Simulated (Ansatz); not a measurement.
The reference is InN in the wurtzite structure (space group P6_3mc, No. 186; a = 3.548 Å, c = 5.724 Å).

The values are results of Ansatz (a program for electronic structure) r2SCAN, no spin-orbit coupling, earlier PAW set, not measurements.

For the base:

```
Quantity                   Result
---------------  ----------------
Volume per atom          15.60 Å³
Space group      P6_3mc (No. 186)
```

It is then changed as follows: cell and atoms relaxed at a pressure of 60 GPa.

Problem. What happens to the volume per atom and space group?

Solution. The volume per atom drops by 3.90 Å³ to 11.70 Å³; the space group goes from P6_3mc (No. 186) to P6_3/mmc (No. 194).

From pressure 60 GPa on, the axis ratios lie over 15 % from the base's, so the cell there is far from its starting form. Load acts through the strain it causes; cell and atoms are relaxed under it. Stability against distortions was not tested. Tetrahedral semiconductors of this kind turn to denser phases somewhere between about 1 and 50 GPa; those were not computed, so compressed cells here can lie past the real transition. Along this pressure series the structure jumps between pressure 45 GPa and pressure 60 GPa; cells beyond that are another form of it.
